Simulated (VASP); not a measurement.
# WS2 (R3m) in VASP: a series of runs

The runs below take WS2 through single point, with PBEsol.

All numbers are computed with VASP 6.6.1; they aren't measurements. Logs are shortened: lines on timing, memory, paths and dates and some standing lists are left out, and cuts for length are marked.

## 1. The crystal as given

It takes space group R3m (No. 160, trigonal). Conventional cell: a = 3.158 Å, b = 3.158 Å, c = 18.490 Å, α = 90.00°, β = 90.00°, γ = 120.00°. W (site symmetry 3m) is surrounded by 6 S at 2.39 to 2.42 Å. S (site symmetry 3m) is surrounded by 3 W at 2.42 Å. S (site symmetry 3m) has 3 W at 2.39 Å as nearest neighbours.

Measurements of this composition are mostly on another form, of space group No. 194.

## 2. Single point, PBEsol, spin-orbit coupling, no magnetisation

File INCAR:

```
SYSTEM = WS2
PREC = Accurate ; ENCUT = 280
EDIFF = 1E-7 ; ISMEAR = 0
SIGMA = 0.02 ; LREAL = .FALSE.
LASPH = .TRUE. ; NELM = 100
ALGO = Normal ; ISIF = 2
LWAVE = .FALSE. ; LCHARG = .FALSE.
MAGMOM = 0 0 0 0 0 0 0 0 0 ; LORBIT = 11
LSORBIT = .TRUE. ; GGA_COMPAT = .FALSE.
LMAXMIX = 4 ; GGA = PS
NBANDS = 42
```

File KPOINTS:

```
Automatic mesh
0
G
  3 3 3
  0 0 0
```

File POSCAR:

```
WS2
1.0
    1.5790000000      0.9116360751      6.1633333333
   -1.5790000000      0.9116360751      6.1633333333
    0.0000000000     -1.8232721501      6.1633333333
W S
1 2
Direct
    0.0000000000      0.0000000000      0.0000000000
    0.5810000000      0.5810000000      0.5810000000
    0.7503000000      0.7503000000      0.7503000000
```

Potentials or basis: VASP PAW PBE potentials, release 64 (W_sv, S).

Command:

```
$ cat potpaw_PBE.64/W_sv/POTCAR potpaw_PBE.64/S/POTCAR > POTCAR
$ mpirun -np 1 vasp_ncl > vasp.out
```

OUTCAR:

```text
SYSTEM = WS2
   PREC = Accurate
   ENCUT = 280
   EDIFF = 1E-7
   ISMEAR = 0
   LREAL = .FALSE.
   LASPH = .TRUE.
   NELM = 100
   ISIF = 2
   LORBIT = 11
   LSORBIT = .TRUE.
   GGA = PS

 Found     10 irreducible k-points:

 Following reciprocal coordinates:
            Coordinates               Weight
  0.000000  0.000000  0.000000      1.000000
  0.333333  0.000000  0.000000      3.000000
 -0.333333  0.000000 -0.000000      3.000000
  0.333333  0.333333  0.000000      3.000000
 -0.333333 -0.333333 -0.000000      3.000000
 -0.333333  0.333333  0.000000      6.000000
   k-points           NKPTS =     10   k-points in BZ     NKDIM =     10   number of bands    NBANDS=     42
   number of dos      NEDOS =    301   number of ions     NIONS =      3
   total plane-waves  NPLWV =  46656
   dimension x,y,z NGX =    36 NGY =   36 NGZ =   36
   dimension x,y,z NGXF=    72 NGYF=   72 NGZF=   72
   ions per type =               1   2
   NGX,Y,Z   is equivalent  to a cutoff of   9.31,  9.31,  9.31 a.u.
   NGXF,Y,Z  is equivalent  to a cutoff of  18.62, 18.62, 18.62 a.u.
 SYSTEM =  WS2
   PREC   = accura    normal or accurate (medium, high low for compatibility)
   ISTART =      0    job   : 0-new  1-cont  2-samecut
   ICHARG =      2    charge: 1-file 2-atom 10-const
   ISPIN  =      1    spin polarized calculation?
   LNONCOLLINEAR =      T non collinear calculations
   LSORBIT =      T    spin-orbit coupling
   LASPH  =      T    aspherical Exc in radial PAW
   ENCUT  =  280.0 eV  20.58 Ry    4.54 a.u.   8.77  8.77  8.77*2*pi/ulx,y,z
   NELM   =    100;   NELMIN=  2; NELMDL= -5     # of ELM steps
   EDIFF  = 0.1E-06   stopping-criterion for ELM
   LREAL  =      F    real-space projection
   EDIFFG = 0.1E-05   stopping-criterion for IOM
   NSW    =      0    number of steps for IOM
   IBRION =     -1    ionic relax: 0-MD 1-quasi-New 2-CG
   NFREE  =      0    steps in history (QN), initial steepest desc. (CG)
   ISIF   =      2    stress and relaxation
   ISYM   =      2    0-nonsym 1-usesym 2-fastsym
   POTIM  = 0.5000    time-step for ionic-motion
   TEBEG  =    0.0;   TEEND  =   0.0 temperature during run
   PSTRESS=    0.0 pullay stress
   NELECT =      26.0000    total number of electrons
   NUPDOWN=      -1.0000    fix difference up-down
   EMIN   =  10.00;   EMAX   =-10.00  energy-range for DOS
   EFERMI =   0.00;   METHOD = LEGACY
   ISMEAR =     0;   SIGMA  =   0.02  broadening in eV -4-tet -1-fermi 0-gaus
   EFERMI_NEDOS =   21; number of points for ismear=-14 and -15
   IALGO  =     38    algorithm
   IMIX   =      4    mixing-type and parameters
     AMIX     =   0.40;   BMIX     =  1.00
     AMIX_MAG =   1.60;   BMIX_MAG =  1.00
  volume/ion in A,a.u.               =      17.74       119.74
  Fermi-wavevector in a.u.,A,eV,Ry     =   1.289266  2.436359 22.615687  1.662206
  Thomas-Fermi vector in A             =   2.421169
   LORBIT       =     11    0 simple, 1 ext, 2 COOP (PROOUT), +10 PAW based schemes
   GGA     = PS    functional components
   LHFCALC =     F    Hartree Fock is set to
   AEXX    =    0.0000 exact exchange contribution
   IVDW    =     0    specifies the selected vdW correction
   LEPSILON=     F    determine dielectric tensor
   LRPA    =     F    only Hartree local field effects (RPA)
 Gauss-broadening in eV      SIGMA  =   0.02
  energy-cutoff  :      280.00
  volume of cell :       53.23
 maximum number of plane-waves:      1174
   NGX = 17   NGY = 17   NGZ = 17

 number of electron      25.9999995 magnetization      -0.0000000      0.0000000     -0.0000000

 number of electron      25.9999995 magnetization      -0.0000000      0.0000000      0.0000000

 number of electron      25.9999995 magnetization       0.0000000      0.0000000      0.0000000

 Free energy of the ion-electron system (eV)
  ---------------------------------------------------
  ext. energy  EPLUGINS =         0.00000000
  ---------------------------------------------------
  free energy    TOTEN  =       -25.93945143 eV

  energy without entropy =      -25.93945143  energy(sigma->0) =      -25.93945143

 E-fermi :   7.5476     XC(G=0): -11.1195

 val. band max:        7.2642392440   @ k =  -0.3333  -0.3333  -0.3333
 cond. band min:       8.6039967705   @ k =  -0.3333   0.3333   0.0000
 fundamental gap:      1.3397575265
 Fermi energy:         7.5476158237

 k-point     1 :       0.0000    0.0000    0.0000
  band No.  band energies     occupation
      1     -67.0727      1.00000
      2     -67.0727      1.00000
      3     -37.1568      1.00000
      4     -37.1568      1.00000
      5     -28.5739      1.00000
      6     -28.5739      1.00000
[... 30 lines left out ...]
     37      15.1399      0.00000
     38      15.1399      0.00000

 k-point     2 :       0.3333    0.0000    0.0000
  band No.  band energies     occupation
      1     -67.0578      1.00000
      2     -67.0578      1.00000
      3     -37.2110      1.00000
      4     -37.2105      1.00000
      5     -28.6694      1.00000
      6     -28.6667      1.00000
[... 30 lines left out ...]
     37      14.6261      0.00000
     38      14.7905      0.00000
[... 121 lines left out ...]
     37      14.5361      0.00000
     38      14.5895      0.00000

 k-point     6 :      -0.3333    0.3333    0.0000
  band No.  band energies     occupation
      1     -67.0507      1.00000
      2     -67.0507      1.00000
      3     -37.2433      1.00000
      4     -37.2322      1.00000
      5     -28.7080      1.00000
      6     -28.6529      1.00000
[... 30 lines left out ...]
     37      14.2717      0.00000
     38      14.5483      0.00000

 [... further k-points ...]

 [bands above 38 left out]

------------------------ aborting loop because EDIFF is reached ----------------------------------------

  FORCE on cell =-STRESS in cart. coord.  units (eV):
  Direction    XX          YY          ZZ          XY          YZ          ZX
  --------------------------------------------------------------------------------------
  -------------------------------------------------------------------------------------
  Total       -0.2423700     -0.2423700     -0.4819838      0.0000000     -0.0000000      0.0000000
  in kB       -7.2948915     -7.2948915    -14.5068292      0.0000000     -0.0000000      0.0000000
  external PRESSURE =      -9.6988707 kB  Pullay stress =       0.0000000 kB

 VOLUME and BASIS-vectors are now :
 -----------------------------------------------------------------------------
  energy-cutoff  :      280.00
  volume of cell :       53.23
      direct lattice vectors                 reciprocal lattice vectors
     1.579000000  0.911636075  6.163333333     0.316656111  0.182821491  0.054083288
    -1.579000000  0.911636075  6.163333333    -0.316656111  0.182821491  0.054083288
     0.000000000 -1.823272150  6.163333333     0.000000000 -0.365642982  0.054083288

 POSITION                                       TOTAL-FORCE (eV/Angst)
 -----------------------------------------------------------------------------------
      0.00000      0.00000      0.00000         0.000000     -0.000000     -0.589466
      0.00000      0.00000     10.74269         0.000000      0.000000      0.560417
      0.00000      0.00000     13.87305         0.000000      0.000000      0.029049
 -----------------------------------------------------------------------------------
    total drift:                               -0.000000     -0.000000     -0.000007

  FREE ENERGIE OF THE ION-ELECTRON SYSTEM (eV)
  ---------------------------------------------------
  free  energy   TOTEN  =       -25.9394514264 eV

  energy  without entropy=      -25.9394514264  energy(sigma->0) =      -25.93945143

 Spin-Orbit-Coupling matrix elements

 Ion:    1  E_soc:     -1.4912462
 l=   1
     0.0000000    -0.2226852    -0.2227853
    -0.2226852     0.0000000    -0.2226852
    -0.2227853    -0.2226852     0.0000000
 l=   2
     0.0000000    -0.0050691     0.0000000    -0.0050691    -0.0221818
    -0.0050691     0.0000000    -0.0153256    -0.0043582    -0.0050691
     0.0000000    -0.0153256     0.0000000    -0.0153256     0.0000000
    -0.0050691    -0.0043582    -0.0153256     0.0000000    -0.0050691
    -0.0221818    -0.0050691     0.0000000    -0.0050691     0.0000000
 l=   3
     0.0000000     0.0000000     0.0000000     0.0000000     0.0000000     0.0000000     0.0000000
     0.0000000     0.0000000     0.0000000     0.0000000     0.0000000     0.0000000     0.0000000
     0.0000000     0.0000000     0.0000000     0.0000000     0.0000000     0.0000000     0.0000000
     0.0000000     0.0000000     0.0000000     0.0000000     0.0000000     0.0000000     0.0000000
     0.0000000     0.0000000     0.0000000     0.0000000     0.0000000     0.0000000     0.0000000
     0.0000000     0.0000000     0.0000000     0.0000000     0.0000000     0.0000000     0.0000000
     0.0000000     0.0000000     0.0000000     0.0000000     0.0000000     0.0000000     0.0000000

 Ion:    2  E_soc:     -0.0027533
 l=   1
     0.0000000    -0.0004205    -0.0005356
    -0.0004205     0.0000000    -0.0004205
    -0.0005356    -0.0004205     0.0000000
 l=   2
     0.0000000     0.0000000     0.0000000     0.0000000     0.0000000
     0.0000000     0.0000000     0.0000000     0.0000000     0.0000000
     0.0000000     0.0000000     0.0000000     0.0000000     0.0000000
     0.0000000     0.0000000     0.0000000     0.0000000     0.0000000
     0.0000000     0.0000000     0.0000000     0.0000000     0.0000000
 l=   3
     0.0000000     0.0000000     0.0000000     0.0000000     0.0000000     0.0000000     0.0000000
     0.0000000     0.0000000     0.0000000     0.0000000     0.0000000     0.0000000     0.0000000
     0.0000000     0.0000000     0.0000000     0.0000000     0.0000000     0.0000000     0.0000000
     0.0000000     0.0000000     0.0000000     0.0000000     0.0000000     0.0000000     0.0000000
     0.0000000     0.0000000     0.0000000     0.0000000     0.0000000     0.0000000     0.0000000
     0.0000000     0.0000000     0.0000000     0.0000000     0.0000000     0.0000000     0.0000000
     0.0000000     0.0000000     0.0000000     0.0000000     0.0000000     0.0000000     0.0000000

 Ion:    3  E_soc:     -0.0027562
 l=   1
     0.0000000    -0.0004228    -0.0005325
    -0.0004228     0.0000000    -0.0004228
    -0.0005325    -0.0004228     0.0000000
 l=   2
     0.0000000     0.0000000     0.0000000     0.0000000     0.0000000
     0.0000000     0.0000000     0.0000000     0.0000000     0.0000000
     0.0000000     0.0000000     0.0000000     0.0000000     0.0000000
     0.0000000     0.0000000     0.0000000     0.0000000     0.0000000
     0.0000000     0.0000000     0.0000000     0.0000000     0.0000000
 l=   3
     0.0000000     0.0000000     0.0000000     0.0000000     0.0000000     0.0000000     0.0000000
     0.0000000     0.0000000     0.0000000     0.0000000     0.0000000     0.0000000     0.0000000
     0.0000000     0.0000000     0.0000000     0.0000000     0.0000000     0.0000000     0.0000000
     0.0000000     0.0000000     0.0000000     0.0000000     0.0000000     0.0000000     0.0000000
     0.0000000     0.0000000     0.0000000     0.0000000     0.0000000     0.0000000     0.0000000
     0.0000000     0.0000000     0.0000000     0.0000000     0.0000000     0.0000000     0.0000000
     0.0000000     0.0000000     0.0000000     0.0000000     0.0000000     0.0000000     0.0000000

 total charge

# of ion       s       p       d       tot
------------------------------------------
    1        2.322   6.333   3.435  12.089
    2        1.355   2.346   0.000   3.702
    3        1.353   2.365   0.000   3.717
--------------------------------------------------
tot          5.029  11.044   3.435  19.508

 magnetization (x)

# of ion       s       p       d       tot
------------------------------------------
    1        0.000   0.000   0.000   0.000
    2        0.000   0.000   0.000   0.000
    3        0.000   0.000   0.000   0.000
--------------------------------------------------
tot          0.000   0.000   0.000   0.000

 magnetization (y)

# of ion       s       p       d       tot
------------------------------------------
    1        0.000   0.000   0.000   0.000
    2        0.000   0.000   0.000   0.000
    3        0.000   0.000   0.000   0.000
--------------------------------------------------
tot          0.000   0.000   0.000   0.000

 magnetization (z)

# of ion       s       p       d       tot
------------------------------------------
    1        0.000   0.000   0.000   0.000
    2        0.000   0.000   0.000   0.000
    3        0.000   0.000   0.000   0.000
--------------------------------------------------
tot          0.000   0.000   0.000   0.000
```

It took 43 s on 1 thread of Intel Xeon 6975P-C (Granite Rapids), shared host; peak memory 0.37 GiB.

These settings aren't checked as converged: the numbers below hold their error.

Results:

```yaml
Free_energy: -25.9395 eV
Largest_force: 0.589 eV/Å
Valence_electrons_inside_the_program's_atomic_spheres: W 12.09; S 3.70, 3.72
```

Caveat: the k mesh is coarse (spacing up to 0.77 Å⁻¹), so the values aren't converged; the cutoff is under 1.25 times the usual one of these potentials, so pressure, stress and relaxed cells hold a basis-set (Pulay) error; the PAW data sets were made with another functional, which shifts forces and pressure a little.

(Continued in part 2 of 2.)
